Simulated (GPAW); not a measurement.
# BN (P6_3mc) in GPAW: notebook

One crystal, BN, is run at these levels: PBE; tasks: single point.

Everything below comes from runs of GPAW 26.7.0. Logs are shortened: lines on timing, memory, paths and dates and some standing lists are left out, and cuts for length are marked. The log counts tension as positive stress, the text compression.

### Step 1. Starting point

The structure is hexagonal, space group P6_3mc (No. 186). The conventional cell has a = 2.554 Å, b = 2.554 Å, c = 4.227 Å, α = 90.00°, β = 90.00°, γ = 120.00°. N (site symmetry 3m) is surrounded by 4 B at 1.57 to 1.58 Å. B (site symmetry 3m) is surrounded by 4 N at 1.57 to 1.58 Å.

Measurements of this composition are mostly on another form, of space group No. 194.

### Step 2. Single point, PBE (strain = -0.01)

run.py reads:

```python
from ase import Atoms
from ase.dft.bandgap import bandgap
from ase.io import write
from ase.units import GPa
from gpaw import GPAW, PW

atoms = Atoms(['N', 'N', 'B', 'B'],
              cell=[[2.5539396017, -0.012769698, 0.0],
                    [-1.2880286838, 2.2181614238, 0.0],
                    [0.0, 0.0, 4.226855]],
              scaled_positions=[[0.3333333333, 0.6666666667, 0.125276],
                                [0.6666666667, 0.3333333333, 0.625276],
                                [0.3333333333, 0.6666666667, 0.499724],
                                [0.6666666667, 0.3333333333, 0.999724]],
              pbc=True)

calc = GPAW(mode=PW(800),
            xc='PBE',
            kpts={'size': (9, 9, 5), 'gamma': True},
            occupations={'name': 'fermi-dirac', 'width': 0.05},
            nbands=18,
            convergence={'density': 1e-05, 'energy': 1e-05},
            maxiter=150,
            txt='gpaw.txt')
atoms.calc = calc
energy = atoms.get_potential_energy()
forces = atoms.get_forces()
stress = atoms.get_stress()
calc.write('gs.gpw')
write('result.traj', atoms)
print(f'Energy: {energy:.6f} eV')
print('Forces (eV/A):')
print(forces.round(4))
print('Stress (GPa):', (stress / GPa).round(3))
print('Fermi level:', round(calc.get_fermi_level(), 4), 'eV')
print(f'Gap: {bandgap(calc)[0]:.4f} eV, direct: {bandgap(calc, direct=True)[0]:.4f} eV')
```

Potentials or basis: GPAW PAW data sets (gpaw-data 1.2.1), pw.

The run is started by

```bash
> OMP_NUM_THREADS=1 python run.py
```

gpaw.txt:

```text
__  _  _
 | _ |_)|_||  |
 |__||  | ||/\| - 26.7.0

Input parameters:
  mode=PW(ecut=800.0),
  convergence={'density': 1e-05, 'energy': 1e-05},
  kpts=MonkhorstPack(size=(9, 9, 5), gamma=True),
  maxiter=150,
  nbands=18,
  occupations=Occupations(name='fermi-dirac', width=0.05),
  xc=XC(name='PBE')

Diagonalizing LCAO Hamiltonian
Converting LCAO to pw mode

          B

        B N

        N

Atoms  # Å, Bohr magnetons
|   | symbol |         x |        y |        z |    initial magnetic moments |
|---|--------|-----------|----------|----------|-----------------------------|
| 0 |      N | -0.007373 | 1.474518 | 0.529523 | ( 0.0000,  0.0000,  0.0000) |
| 1 |      N |  1.273284 | 0.730874 | 2.642951 | ( 0.0000,  0.0000,  0.0000) |
| 2 |      B | -0.007373 | 1.474518 | 2.112261 | ( 0.0000,  0.0000,  0.0000) |
| 3 |      B |  1.273284 | 0.730874 | 4.225688 | ( 0.0000,  0.0000,  0.0000) |

Unit cell  # Å
| periodic |         x |         y |        z |  lengths |     angles |
|----------|-----------|-----------|----------|----------|------------|
|      yes |  2.553940 | -0.012770 | 0.000000 | 2.553972 |  90.000000 |
|      yes | -1.288029 |  2.218161 | 0.000000 | 2.565006 |  90.000000 |
|      yes |  0.000000 |  0.000000 | 4.226855 | 4.226855 | 120.429098 |

Number of symmetries: 1
Symmetry operations  # r_c * U_cc + t_c -> r_c
|   | kind |            matrix            |
|---|------|------------------------------|
| 0 |  E   |  1, 0, 0,  0, 1, 0,  0, 0, 1 |

BZ-sampling:
  Number of BZ points: 405
  Number of IBZ points: 203

  Monkhorst-Pack size: [9, 9, 5]
  Monkhorst-Pack shift: [0, 0, 0]

K-points  # in reciprocal-cell coordinates
|     |                                coordinates |     weight |
|-----|--------------------------------------------|------------|
|   0 | (  0.00000000,   0.00000000,   0.00000000) | 0.00246914 |
|   1 | (  0.00000000,   0.00000000,   0.20000000) | 0.00493827 |
|   2 | (  0.00000000,   0.00000000,   0.40000000) | 0.00493827 |
|   3 | (  0.00000000,   0.11111111,  -0.40000000) | 0.00493827 |
|   4 | (  0.00000000,   0.11111111,  -0.20000000) | 0.00493827 |
|   5 | (  0.00000000,   0.11111111,   0.00000000) | 0.00493827 |
|   6 | (  0.00000000,   0.11111111,   0.20000000) | 0.00493827 |
|   7 | (  0.00000000,   0.11111111,   0.40000000) | 0.00493827 |
|   8 | (  0.00000000,   0.22222222,  -0.40000000) | 0.00493827 |
|   9 | (  0.00000000,   0.22222222,  -0.20000000) | 0.00493827 |
| ... |                                            |            |
| 202 | (  0.44444444,   0.44444444,   0.40000000) | 0.00493827 |

Plane wave coefficients: 1240
Cutoff: 800.0 eV

Spin-components: 1 (collinear spins)
Bands:           18
Projectors:      20
Spin-degeneracy: 2
Datatype:        complex128

Parallelization:
  kpt:    1
  domain: 1
  band:   1

Density:
  Valence electrons: 16.0
  Components: 1
  Grid points: [18 18 28]
  Charge: 0.0  # |e|

Potential:
  Grid points: [18 18 28]

species:
  N:
    name:    Nitrogen
    Z:       7.0
    valence: 5
    core:    2
    charge:  0.0  # [|e|]
    compensation charges:
      type: gauss
      rc: 0.18  # [Å]
      lmax: 2
    cutoffs:
      filter: 1.11  # [Å]
      core: 0.96  # [Å]
    projectors
    | kind |    occ | energy [eV] | rcut [Å] |
    |------|--------|-------------|----------|
    |   2s |  2.000 |     -18.583 |    0.603 |
    |   2p |  3.000 |      -7.089 |    0.529 |
    |    s |        |       8.629 |    0.603 |
    |    p |        |      20.123 |    0.529 |
    |    d |        |       0.000 |    0.577 |

    Using partial waves for N as LCAO basis

  B:
    name:    Boron
    Z:       5.0
    valence: 3
    core:    2
    charge:  0.0  # [|e|]
    compensation charges:
      type: gauss
      rc: 0.20  # [Å]
      lmax: 2
    cutoffs:
      filter: 1.14  # [Å]
      core: 1.38  # [Å]
    projectors
    | kind |    occ | energy [eV] | rcut [Å] |
    |------|--------|-------------|----------|
    |   2s |  2.000 |      -9.443 |    0.635 |
    |   2p |  1.000 |      -3.606 |    0.635 |
    |    s |        |      17.768 |    0.635 |
    |    p |        |      23.605 |    0.635 |
    |    d |        |       0.000 |    0.635 |

    Using partial waves for B as LCAO basis

Reference energy: -4302.422143  # eV

eigensolver:
  PPCG
  Converge bands: occupied
  niter=2

density mixing:
  MSR1-Mixer
  Pratt-step length: 0.05
  Maximum mixing coefficient: 0.75
  Old densities: 10
  SVD Regularization: 0.005
  Good broyden scale: 1.0
  Trust region scale: 1.0
  Backstep threshold: 4.0
  History deletion threshold: 6.0
  Fourier metric: weight=20.0, sigma=0.015

occupation numbers:
  Fermi-Dirac:
    width: 0.0500  # eV

poisson solver:
  ecut: 6400.0  # eV

xc functional:
  name: PBE with 2 nearest neighbor stencil

convergence criteria:
- Maximum integral of absolute [dens]ity change: 1e-05 electrons / valence electron
- Maximum [total energy] change in last 3 cyles: 1e-05 eV / valence electron
- Maximum integral of absolute [eigenst]ate change: 4e-08 eV^2 / valence electron
maximum number of iterations: 150

SCF iterations
|iter     | |      energy | eigst |  dens |
|---------|-|-------------|-------|-------|
|iter:   1| |  -36.593357 | +0.11 |       |
|iter:   2| |  -36.246344 | -1.94 | -0.74 |
|iter:   3| |  -34.951052 | -1.26 | -0.78 |
|iter:   4| |  -34.935345 | -2.74 | -1.38 |
|iter:   5| |  -34.934790 | -3.35 | -1.82 |
|iter:   6| |  -34.934940 | -5.06 | -2.57 |
|iter:   7| |  -34.934940c| -6.81 | -3.54 |
|iter:   8| |  -34.934940c| -8.49c| -4.28 |
|iter:   9| |  -34.934940c| -8.37c| -5.14c|

Converged in 9 steps
Energy contributions relative to reference atoms: (reference = -4302.422143)

Energy contributions:
  Kinetic:          31.564337
  Coulomb:         -30.346318
  Zero:              0.198669
  External:          0.000000
  Xc:              -36.351628
  Entropy:           0.000000
  Spinorbit:         0.000000
  ----------------------------
  Free energy:     -34.934940
  Extrapolated:    -34.934940

dipole moment: (0.000005, -0.000003, 4.509776)  # |e|*Ang

Fermi level: 13.035
Eigenvalues  # (at kpt = [0.000, 0.000, 0.000])
| band index |      eig [eV] | occ [0-2] |
|------------|---------------|-----------|
|          0 |       -10.198 |     2.000 |
|          1 |        -6.097 |     2.000 |
|          2 |        -0.742 |     2.000 |
|          3 |         7.953 |     2.000 |
|          4 |         8.020 |     2.000 |
|          5 |         9.813 |     2.000 |
|          6 |        10.057 |     2.000 |
|          7 |        10.116 |     2.000 |
|          8 |        18.337 |     0.000 |
|          9 |        18.500 |     0.000 |
|         10 |        18.627 |     0.000 |
|         11 |        19.542 |     0.000 |
|         12 |        20.706 |     0.000 |
|         13 |        21.846 |     0.000 |
|         14 |        22.024 |     0.000 |
|         15 |        26.171 |     0.000 |
|        ... |               |           |
|         17 |        31.712 |     0.000 |

Gap: 5.175 eV
Transition (v -> c):
  (s=0, k=0, n=7, [0.00, 0.00, 0.00]) -> (s=0, k=150, n=8, [0.33, 0.33, 0.00])
Direct/indirect transitions are different
Direct gap: 8.221 eV
Transition at: (s=0, k=0, n=7, [0.00, 0.00, 0.00])

Forces  # eV/Ang
|        x |        y |        z |
|----------|----------|----------|
|  0.04329 |  0.00196 | -0.01386 |  # N    0
| -0.04329 | -0.00196 | -0.01399 |  # N    1
|  0.01986 |  0.00190 |  0.01414 |  # B    2
| -0.01986 | -0.00190 |  0.01415 |  # B    3

Stress tensor  # eV/Ang^3
|         x |         y |         z |
|-----------|-----------|-----------|
|  0.005936 | -0.025470 |  0.000000 |
| -0.025470 |  0.005765 | -0.000000 |
|  0.000000 | -0.000000 |  0.010684 |

# Writing to gs.gpw (mode='')
```

Run time: 66 s. Hardware: 1 thread of Intel Xeon Platinum 8375C at 2.90GHz (Ice Lake), shared host; peak memory 0.27 GiB.

What came out:

| Item | Value |
| --- | --- |
| Free energy | -34.9349 eV |
| Pressure | -1.2 GPa |
| Largest force | 0.046 eV/Å |
| Band gap on the k mesh | 5.17 eV, indirect (least direct gap 8.22 eV) |

Forces on the atoms (eV/Å):
```
N    0.043  0.002 -0.014
N   -0.043 -0.002 -0.014
B    0.020  0.002  0.014
B   -0.020 -0.002  0.014
```

Stress tensor (GPa, compression positive):
```
-0.95  4.08  0.00
 4.08 -0.92  0.00
 0.00  0.00 -1.71
```

Levels at points of the mesh, in eV from the valence-band top:
```
           k point  band 4  band 5  band 6  band 7  band 8  band 9  band 10  band 11  band 12  band 13
(0.00, 0.00, 0.00)   -2.16   -2.10   -0.30   -0.06    0.00    8.22     8.38     8.51     9.43    10.59
```

Caveat: the density grid can change from cell to cell, which puts small steps into energies and stress; an odd mesh through Γ misses points on the zone boundary, where band edges often lie.

### Step 3. Single point, PBE

run.py: that of step 2 with these lines changed.

```diff
@@ -7,4 +7,4 @@
 atoms = Atoms(['N', 'N', 'B', 'B'],
-              cell=[[2.5539396017, -0.012769698, 0.0],
-                    [-1.2880286838, 2.2181614238, 0.0],
+              cell=[[2.5539396017, 0.0, 0.0],
+                    [-1.2769698009, 2.2117765748, 0.0],
                     [0.0, 0.0, 4.226855]],
@@ -16,9 +16,8 @@
 
-calc = GPAW(mode=PW(800),
+calc = GPAW(mode=PW(600),
             xc='PBE',
-            kpts={'size': (9, 9, 5), 'gamma': True},
+            kpts={'size': (10, 10, 5), 'gamma': True},
             occupations={'name': 'fermi-dirac', 'width': 0.05},
             nbands=18,
-            convergence={'density': 1e-05, 'energy': 1e-05},
-            maxiter=150,
+            maxiter=120,
             txt='gpaw.txt')
```

Potentials or basis: GPAW PAW data sets (gpaw-data 1.2.1), pw.

The run is started by

```bash
> OMP_NUM_THREADS=1 python run.py
```

Run time: 11 s. Hardware: 1 thread of Intel Xeon 6975P-C (Granite Rapids), shared host; peak memory 0.15 GiB.

It converged, with:

```
Free energy            : -34.5739 eV
Pressure               : -12.2 GPa
Largest force          : 0.017 eV/Å
Band gap on the k mesh : 5.38 eV, indirect (least direct gap 8.22 eV)
```

Forces in eV/Å, atoms in the order of the input:
```
N    0.000  0.000 -0.016
N    0.000  0.000 -0.016
B    0.000  0.000  0.017
B    0.000  0.000  0.016
```

Stress tensor (GPa, compression positive):
```
-12.04   0.00   0.00
  0.00 -12.04   0.00
  0.00   0.00 -12.58
```

Levels at points of the mesh, in eV from the valence-band top:
| k point | band 6 | band 7 | band 8 | band 9 | band 10 | band 11 |
| --- | --- | --- | --- | --- | --- | --- |
| (0.00, 0.00, 0.00) | -0.27 | 0.00 | 0.00 | 8.33 | 8.33 | 8.52 |
| (0.50, 0.50, 0.00) | -4.94 | -4.38 | -2.10 | 6.67 | 7.92 | 10.55 |

Caveat: the cutoff is short for stress and forces, so pressures can be off by a GPa or more; an odd mesh through Γ misses points on the zone boundary, where band edges often lie.
